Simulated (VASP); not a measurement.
# Ce (Im-3m) in VASP: a series of runs

Runs on Ce. Level: PBE. Tasks: single point.

All numbers are computed with VASP 6.6.1; they aren't measurements. Logs are shortened: lines on timing, memory, paths and dates and some standing lists are left out, and cuts for length are marked.

**1. The structure**

Symmetry: Im-3m, No. 229, cubic system. Conventional cell: a = 3.887 Å, b = 3.887 Å, c = 3.887 Å, α = 90.00°, β = 90.00°, γ = 90.00°. Ce (site symmetry m-3m) is surrounded by 8 Ce at 3.37 Å.

This isn't the form of Ce at room conditions, which is fcc.

**2. Single point, PBE, collinear spin, ferromagnetic start**

The input, INCAR:

```
PREC     = Normal         # precision mode
ENCUT    = 450            # plane-wave cutoff, eV
EDIFF    = 1E-6           # SCF threshold, eV
ISMEAR   = 0              # smearing method
SIGMA    = 0.2            # smearing width, eV
LREAL    = F              # projectors in reciprocal space
LASPH    = T              # aspherical terms in the spheres
NELM     = 100            # most SCF steps
ALGO     = Normal         # electronic algorithm
ISIF     = 2              # what is computed and relaxed
LWAVE    = F              # write WAVECAR
LCHARG   = F              # write CHGCAR
ISPIN    = 2              # spin polarisation
MAGMOM   = 1              # initial moments
LORBIT   = 11             # projections on sites
LMAXMIX  = 6              # l up to which the mixer works
GGA      = PE             # functional
NBANDS   = 16             # bands
ADDGRID  = F
```

The input, KPOINTS:

```
regular mesh
0
Gamma
  9 9 9
```

The input, POSCAR:

```
Ce
1.0
   -1.9824590000      1.9831840000      1.9962140000
    1.9307920000     -1.9490850000      1.9104480000
    1.9370660000      1.9036920000     -1.9621150000
Ce
1
Direct
   -0.0084250000     -0.0182580000     -0.0014360000
```

Potentials or basis: VASP PAW PBE potentials, release 64 (Ce).

Run with:

```
$ cat potpaw_PBE.64/Ce/POTCAR > POTCAR
$ mpirun -np 1 vasp_std > vasp.out
```

OUTCAR:

```text
PREC = Normal
   ENCUT = 450
   EDIFF = 1E-6
   ISMEAR = 0
   LREAL = F
   LASPH = T
   NELM = 100
   ISIF = 2
   ISPIN = 2
   LORBIT = 11
   GGA = PE

 Found    365 irreducible k-points:

 Following reciprocal coordinates:
            Coordinates               Weight
  0.000000  0.000000  0.000000      1.000000
  0.111111  0.000000 -0.000000      2.000000
  0.222222  0.000000  0.000000      2.000000
  0.333333  0.000000 -0.000000      2.000000
  0.444444  0.000000  0.000000      2.000000
  0.000000  0.111111  0.000000      2.000000
   k-points           NKPTS =    365   k-points in BZ     NKDIM =    365   number of bands    NBANDS=     16
   number of dos      NEDOS =    301   number of ions     NIONS =      1
   total plane-waves  NPLWV =   5832
   dimension x,y,z NGX =    18 NGY =   18 NGZ =   18
   dimension x,y,z NGXF=    36 NGYF=   36 NGZF=   36
   ions per type =               1
   NGX,Y,Z   is equivalent  to a cutoff of   8.69,  8.95,  8.93 a.u.
   NGXF,Y,Z  is equivalent  to a cutoff of  17.39, 17.90, 17.86 a.u.
 SYSTEM =  unknown system
   PREC   = normal    normal or accurate (medium, high low for compatibility)
   ISTART =      0    job   : 0-new  1-cont  2-samecut
   ICHARG =      2    charge: 1-file 2-atom 10-const
   ISPIN  =      2    spin polarized calculation?
   LNONCOLLINEAR =      F non collinear calculations
   LSORBIT =      F    spin-orbit coupling
   LASPH  =      T    aspherical Exc in radial PAW
   ENCUT  =  450.0 eV  33.07 Ry    5.75 a.u.   5.95  5.78  5.80*2*pi/ulx,y,z
   NELM   =    100;   NELMIN=  2; NELMDL= -5     # of ELM steps
   EDIFF  = 0.1E-05   stopping-criterion for ELM
   LREAL  =      F    real-space projection
   EDIFFG = 0.1E-04   stopping-criterion for IOM
   NSW    =      0    number of steps for IOM
   IBRION =     -1    ionic relax: 0-MD 1-quasi-New 2-CG
   NFREE  =      0    steps in history (QN), initial steepest desc. (CG)
   ISIF   =      2    stress and relaxation
   ISYM   =      2    0-nonsym 1-usesym 2-fastsym
   POTIM  = 0.5000    time-step for ionic-motion
   TEBEG  =    0.0;   TEEND  =   0.0 temperature during run
   PSTRESS=    0.0 pullay stress
   NELECT =      12.0000    total number of electrons
   NUPDOWN=      -1.0000    fix difference up-down
   EMIN   =  10.00;   EMAX   =-10.00  energy-range for DOS
   EFERMI =   0.00;   METHOD = LEGACY
   ISMEAR =     0;   SIGMA  =   0.20  broadening in eV -4-tet -1-fermi 0-gaus
   EFERMI_NEDOS =   21; number of points for ismear=-14 and -15
   IALGO  =     38    algorithm
   IMIX   =      4    mixing-type and parameters
     AMIX     =   0.40;   BMIX     =  1.00
     AMIX_MAG =   1.60;   BMIX_MAG =  1.00
  volume/ion in A,a.u.               =      29.35       198.10
  Fermi-wavevector in a.u.,A,eV,Ry     =   1.214998  2.296014 20.085205  1.476221
  Thomas-Fermi vector in A             =   2.350400
   LORBIT       =     11    0 simple, 1 ext, 2 COOP (PROOUT), +10 PAW based schemes
   GGA     = PE    functional components
   LHFCALC =     F    Hartree Fock is set to
   AEXX    =    0.0000 exact exchange contribution
   IVDW    =     0    specifies the selected vdW correction
   LEPSILON=     F    determine dielectric tensor
   LRPA    =     F    only Hartree local field effects (RPA)
 spin polarized calculation
 Gauss-broadening in eV      SIGMA  =   0.20
  energy-cutoff  :      450.00
  volume of cell :       29.35
 maximum number of plane-waves:       652
   NGX = 11   NGY = 11   NGZ = 11

 number of electron      11.9999999 magnetization       0.8538485

 Free energy of the ion-electron system (eV)
  ---------------------------------------------------
  ext. energy  EPLUGINS =         0.00000000
  ---------------------------------------------------
  free energy    TOTEN  =        -5.73851728 eV

  energy without entropy =       -5.63556354  energy(sigma->0) =       -5.68704041

 E-fermi :   8.2624     XC(G=0): -10.7822

 val. band max:        8.2622978960   @ k =  -0.2222  -0.4444   0.2222
 cond. band min:       8.2635723812   @ k =   0.2222  -0.2222   0.4444
 fundamental gap:      0.0012744853
 Fermi energy:         8.2623925537

 spin component 1

 k-point     1 :       0.0000    0.0000    0.0000
  band No.  band energies     occupation
      1     -26.5209      1.00000
      2      -8.1475      1.00000
      3      -8.0453      1.00000
      4      -8.0244      1.00000
      5       5.0567      1.00000
      6       8.2114      0.64077
[... 8 lines left out ...]
     15      10.1952      0.00000
     16      12.6296      0.00000

 k-point     2 :       0.1111    0.0000   -0.0000
  band No.  band energies     occupation
      1     -26.4794      1.00000
      2      -8.3964      1.00000
      3      -8.1461      1.00000
      4      -8.0488      1.00000
      5       5.5338      1.00000
      6       8.1199      0.84312
[... 8 lines left out ...]
     15      10.7595      0.00000
     16      12.3545      0.00000

 k-point     3 :       0.2222    0.0000    0.0000
  band No.  band energies     occupation
      1     -26.3727      1.00000
      2      -9.0691      1.00000
      3      -8.3423      1.00000
      4      -8.0605      1.00000
      5       6.3952      1.00000
      6       8.0854      0.89464
[... 8 lines left out ...]
     15      12.2516      0.00000
     16      12.3190      0.00000

 k-point     4 :       0.3333    0.0000   -0.0000
  band No.  band energies     occupation
      1     -26.2477      1.00000
      2      -9.7656      1.00000
      3      -8.5451      1.00000
      4      -8.0741      1.00000
      5       6.3990      1.00000
      6       7.9658      0.98202
[... 8 lines left out ...]
     15      12.7879      0.00000
     16      13.4355      0.00000

 k-point     5 :       0.4444    0.0000    0.0000
  band No.  band energies     occupation
      1     -26.1632      1.00000
      2     -10.1878      1.00000
      3      -8.6712      1.00000
      4      -8.0833      1.00000
      5       6.1357      1.00000
      6       7.8329      0.99880
[... 8 lines left out ...]
     15      13.0356      0.00000
     16      13.8014      0.00000

 k-point     6 :       0.0000    0.1111    0.0000
  band No.  band energies     occupation
      1     -26.4744      1.00000
      2      -8.3367      1.00000
      3      -8.1981      1.00000
      4      -8.0888      1.00000
      5       5.5528      1.00000
      6       8.1269      0.83105
[... 8 lines left out ...]
     15      10.4749      0.00000
     16      12.2562      0.00000

 [... further k-points ...]

 spin component 2

 k-point     1 :       0.0000    0.0000    0.0000
  band No.  band energies     occupation
      1     -26.1941      1.00000
      2      -7.8584      1.00000
      3      -7.7491      1.00000
      4      -7.7262      1.00000
      5       5.3718      1.00000
      6       8.6876      0.00132
[... 8 lines left out ...]
     15      10.4990      0.00000
     16      12.8093      0.00000

 k-point     2 :       0.1111    0.0000   -0.0000
  band No.  band energies     occupation
      1     -26.1524      1.00000
      2      -8.1056      1.00000
      3      -7.8491      1.00000
      4      -7.7530      1.00000
      5       5.8494      1.00000
      6       8.5717      0.01437
[... 8 lines left out ...]
     15      11.0706      0.00000
     16      12.5582      0.00000

 k-point     3 :       0.2222    0.0000    0.0000
  band No.  band energies     occupation
      1     -26.0452      1.00000
      2      -8.7764      1.00000
      3      -8.0462      1.00000
      4      -7.7655      1.00000
      5       6.7121      1.00000
      6       8.5054      0.04284
[... 8 lines left out ...]
     15      12.5402      0.00000
     16      12.5801      0.00000

 k-point     4 :       0.3333    0.0000   -0.0000
  band No.  band energies     occupation
      1     -25.9196      1.00000
      2      -9.4724      1.00000
      3      -8.2487      1.00000
      4      -7.7801      1.00000
      5       6.7065      1.00000
      6       8.3287      0.31964
[... 8 lines left out ...]
     15      13.0405      0.00000
     16      13.6562      0.00000

 k-point     5 :       0.4444    0.0000    0.0000
  band No.  band energies     occupation
      1     -25.8347      1.00000
      2      -9.8945      1.00000
      3      -8.3747      1.00000
      4      -7.7899      1.00000
      5       6.4332      1.00000
      6       8.1669      0.75021
[... 8 lines left out ...]
     15      13.2944      0.00000
     16      14.0218      0.00000

 k-point     6 :       0.0000    0.1111    0.0000
  band No.  band energies     occupation
      1     -26.1474      1.00000
      2      -8.0383      1.00000
      3      -7.9074      1.00000
      4      -7.7935      1.00000
      5       5.8664      1.00000
      6       8.5854      0.01120
[... 8 lines left out ...]
     15      10.8061      0.00000
     16      12.4610      0.00000

 [... further k-points ...]

------------------------ aborting loop because EDIFF is reached ----------------------------------------

  FORCE on cell =-STRESS in cart. coord.  units (eV):
  Direction    XX          YY          ZZ          XY          YZ          ZX
  --------------------------------------------------------------------------------------
  -------------------------------------------------------------------------------------
  Total       -0.3143720     -0.2337588     -0.1569035      0.0565594     -0.0452792      0.0663444
  in kB      -17.1583571    -12.7585066     -8.5637613      3.0870005     -2.4713313      3.6210635
  external PRESSURE =     -12.8268750 kB  Pullay stress =       0.0000000 kB

 VOLUME and BASIS-vectors are now :
 -----------------------------------------------------------------------------
  energy-cutoff  :      450.00
  volume of cell :       29.35
      direct lattice vectors                 reciprocal lattice vectors
    -1.982459000  1.983184000  1.996214000     0.006384800  0.255123769  0.253830615
     1.930792000 -1.949085000  1.910448000     0.262015728  0.000784005  0.259431410
     1.937066000  1.903692000 -1.962115000     0.261612011  0.260320847  0.001187722

 POSITION                                       TOTAL-FORCE (eV/Angst)
 -----------------------------------------------------------------------------------
      1.86407      1.95394      1.89567        -0.000000      0.000000     -0.000000
 -----------------------------------------------------------------------------------
    total drift:                               -0.000002      0.000004     -0.000001

  FREE ENERGIE OF THE ION-ELECTRON SYSTEM (eV)
  ---------------------------------------------------
  free  energy   TOTEN  =        -5.7385172767 eV

  energy  without entropy=       -5.6355635418  energy(sigma->0) =       -5.68704041

 total charge

# of ion       s       p       d       f       tot
--------------------------------------------------
    1        2.080   5.585   1.147   0.994   9.806

 magnetization (x)

# of ion       s       p       d       f       tot
--------------------------------------------------
    1        0.004   0.005   0.125   0.552   0.686
```

It took 91 s on 1 thread of Intel Xeon 6975P-C (Granite Rapids), shared host; peak memory 0.32 GiB.

The run converged, but some of its settings lie outside the range that counts as converged, so its numbers aren't taken as properties of the crystal.

What came out:

```
Free energy                                           : -5.7385 eV
Pressure                                              : -1.3 GPa
Band gap on the k mesh                                : none (metal or under the smearing width)
Net moment                                            : 0.85 μB per cell
Site moments                                          : Ce +0.69 μB
Valence electrons inside the program's atomic spheres : Ce 9.81
```

Caveat: the magnetic or orbital state may not be the lowest; spin-orbit coupling is left out, which moves the levels of the heavy elements.

**3. Single point, PBE, collinear spin, ferromagnetic start**

This run uses another cell than the first one, of the same volume but with other edges.

Edit INCAR of step 2 so:

```diff
@@ -1,2 +1,2 @@
-PREC     = Normal         # precision mode
+PREC     = Accurate       # precision mode
 ENCUT    = 450            # plane-wave cutoff, eV
@@ -5,3 +5,3 @@
 SIGMA    = 0.2            # smearing width, eV
-LREAL    = F              # projectors in reciprocal space
+LREAL    = Auto         
 LASPH    = T              # aspherical terms in the spheres
```

KPOINTS is that of step 2.

The input, POSCAR:

```
Ce
1.0
   -1.9432985503      1.9432985503      1.9432985503
    1.9432985503     -1.9432985503      1.9432985503
    1.9432985503      1.9432985503     -1.9432985503
Ce
1
Direct
    0.0000000000      0.0000000000      0.0000000000
```

Potentials or basis: VASP PAW PBE potentials, release 64 (Ce).

Run with:

```
$ cat potpaw_PBE.64/Ce/POTCAR > POTCAR
$ mpirun -np 1 vasp_std > vasp.out
```

It took 36 s on 1 thread of Intel Xeon 6975P-C (Granite Rapids), shared host; peak memory 0.17 GiB.

These settings aren't checked as converged: the numbers below hold their error.

Results:

- Free energy: -5.7399 eV
- Pressure: -1.2 GPa
- Band gap on the k mesh: none (metal or under the smearing width)
- Net moment: 0.86 μB per cell
- Site moments: Ce +0.69 μB
- Valence electrons inside the program's atomic spheres: Ce 9.80

Caveat: the magnetic or orbital state may not be the lowest; spin-orbit coupling is left out, which moves the levels of the heavy elements.

**4. Single point, PBE, collinear spin, ferromagnetic start**

INCAR is that of step 3.

KPOINTS is that of step 3.

The input, POSCAR:

```
Ce
1.0
   -1.9824590000      1.9831840000      1.9962140000
    1.9307920000     -1.9490850000      1.9104480000
    1.9370660000      1.9036920000     -1.9621150000
Ce
1
Direct
   -0.0084250000     -0.0182580000     -0.0014360000
```

Run with:

```
$ cat potpaw_PBE.64/Ce/POTCAR > POTCAR
$ mpirun -np 1 vasp_std > vasp.out
```

It took 4.9 min on 1 thread of Intel Xeon 6975P-C (Granite Rapids), shared host; peak memory 0.29 GiB.

The run converged, but some of its settings lie outside the range that counts as converged, so its numbers aren't taken as properties of the crystal.

Results:

```yaml
Free_energy: -5.7384 eV
Pressure: -1.3 GPa
Band_gap_on_the_k_mesh: none (metal or under the smearing width)
Net_moment: 0.85 μB per cell
Site_moments: Ce +0.69 μB
Valence_electrons_inside_the_program's_atomic_spheres: Ce 9.81
```

Caveat: the magnetic or orbital state may not be the lowest; spin-orbit coupling is left out, which moves the levels of the heavy elements.

**5. Single point, PBE, collinear spin, ferromagnetic start**

This run uses another cell than the first one, of the same volume but with other edges.

Edit INCAR of step 4 so:

```diff
@@ -2,6 +2,6 @@
 ENCUT    = 450            # plane-wave cutoff, eV
-EDIFF    = 1E-6           # SCF threshold, eV
+EDIFF    = 0.01           # SCF threshold, eV
 ISMEAR   = 0              # smearing method
 SIGMA    = 0.2            # smearing width, eV
-LREAL    = Auto         
+LREAL    = F              # projectors in reciprocal space
 LASPH    = T              # aspherical terms in the spheres
```

KPOINTS is that of step 4.

The input, POSCAR:

```
Ce
1.0
   -1.9432985503      1.9432985503      1.9432985503
    1.9432985503     -1.9432985503      1.9432985503
    1.9432985503      1.9432985503     -1.9432985503
Ce
1
Direct
    0.0000000000      0.0000000000      0.0000000000
```

Run with:

```
$ cat potpaw_PBE.64/Ce/POTCAR > POTCAR
$ mpirun -np 1 vasp_std > vasp.out
```

Wall time 8.1 s (1 thread of Intel Xeon 6975P-C (Granite Rapids), shared host); peak memory 0.16 GiB.

The run converged, but some of its settings lie outside the range that counts as converged, so its numbers aren't taken as properties of the crystal.

What came out:

| Quantity | Value |
| --- | --- |
| Free energy | -5.7341 eV |
| Pressure | -4.2 GPa |
| Band gap on the k mesh | none (metal or under the smearing width) |
| Net moment | 0.23 μB per cell |
| Site moments | Ce +0.22 μB |
| Valence electrons inside the program's atomic spheres | Ce 9.80 |

Caveat: the magnetic or orbital state may not be the lowest; spin-orbit coupling is left out, which moves the levels of the heavy elements.

**6. For comparison**

An earlier run on the cell as given: functional PBE; potentials or basis VASP PAW PBE potentials, release 64 (Ce); cutoff 520 eV; k mesh 10 × 10 × 10; occupations fermi-dirac, width 0.05 eV; collinear spin, ferromagnetic start; starting moments [1.0] μB.

* Pressure: -0.8 GPa
* Band gap on the k mesh: none (metal or under the smearing width)
* Net moment: 1.00 μB per cell
* Site moments: Ce +0.79 μB
* Valence electrons inside the program's atomic spheres: Ce 9.81
